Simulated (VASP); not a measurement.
ZrSe2: phonons with PBE+D3(BJ)

ZrSe2:

```
Zr Se
1.0
     3.73854    0.00000    0.00000
    -1.86927    3.23767    0.00000
     0.00000    0.00000    6.03219
Zr Se
1 2
Direct
  0.00000 0.00000 0.00000
  0.33333 0.66667 0.26500
  0.66667 0.33333 0.73500
```

| Item | Value |
| --- | --- |
| Program | VASP 6.6.1 |
| Task | phonons |
| Functional | PBE |
| Dispersion | D3(BJ) |
| Potentials or basis | VASP PAW PBE potentials, release 64 (Zr_sv, Se) |
| Cutoff | 600 eV |
| k mesh | 9 × 9 × 5 |
| Occupations | gaussian, width 0.03 eV |
| Spin | no spin polarisation |
| By perturbation theory | no |
| Further INCAR settings | ALGO = Normal; EDIFF = 1e-08; IBRION = 6; POTIM = 0.015; NSW = 1 |

```yaml
Highest_phonon_frequency_at_Γ_LO-TO_splitting_left_out: 249 cm⁻¹
Dispersion_energy_per_atom: -0.405 eV
```

Phonon frequencies in cm⁻¹ (negative: imaginary):
```
              q point                    frequencies
(0.000, 0.000, 0.000)  0 0 0 103 103 143 143 194 249
```

Wall time 10 min on 2 MPI ranks on Intel(R) Xeon(R) Platinum 8259CL CPU @ 2.50GHz (Skylake/Cascade Lake), on a shared host, peak memory 0.59 GiB a rank.
